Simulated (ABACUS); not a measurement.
Input of an ABACUS 3.10.1 run:

INPUT

```
INPUT_PARAMETERS
suffix              V
calculation         cell-relax
basis_type          lcao
pseudo_dir          ./
orbital_dir         ./
symmetry            1
dft_functional      pz
ecutwfc             100
pseudo_rcut         10
nspin               2
nbands              12
ks_solver           genelpa
smearing_method     fd
smearing_sigma      0.00367493
scf_thr             1e-07
scf_nmax            100
mixing_type         broyden
mixing_beta         0.4
cal_force           1
cal_stress          1
out_mul             1
relax_nmax          60
force_thr_ev        0.02
relax_method        cg
out_stru            1
stress_thr          0.2
```

File STRU:

```
ATOMIC_SPECIES
V 50.9415 V.upf

NUMERICAL_ORBITAL
V_confined-atom_7au_3s2p2d1f.orb

LATTICE_CONSTANT
4.9566214992

LATTICE_VECTORS
-0.5773502692 0.5773502692 0.5773502692
0.5773502692 -0.5773502692 0.5773502692
0.5773502692 0.5773502692 -0.5773502692

ATOMIC_POSITIONS
Cartesian

V
0.0
1
0.0000000000 0.0000000000 0.0000000000 1 1 1 mag 2
```

File KPT:

```
K_POINTS
0
Gamma
11 11 11 0 0 0
```

Potentials or basis: PseudoDojo NC SR 0.4.1 LDA stringent, DZP LCAO (the cutoffs set its grid).

Run with:

```console
$ OMP_NUM_THREADS=1 mpirun -np 4 abacus > log
```

Task: What does it give for the relaxed cell?

Result: a = 2.545 Å, b = 2.545 Å, c = 2.545 Å, α = 109.47°, β = 109.47°, γ = 109.47°.

Task: What does it give for the net moment?

Result: 0.00 μB per cell.

Task: What does it give for the relaxed volume?

Result: 12.68 Å³/atom.

Task: Estimate the absolute moment.

Result: 0.00 μB per cell.

Final structure:
```
V
1.0
    -1.46912    1.46912    1.46912
     1.46912   -1.46912    1.46912
     1.46912    1.46912   -1.46912
V
1
Direct
  0.00000 0.00000 0.00000
```

Caveat: the atomic orbitals were generated for these runs and aren't a published set; the basis of atomic orbitals isn't converged, which shifts pressures, moduli and gaps. Zero-point motion and thermal expansion aren't in these numbers.
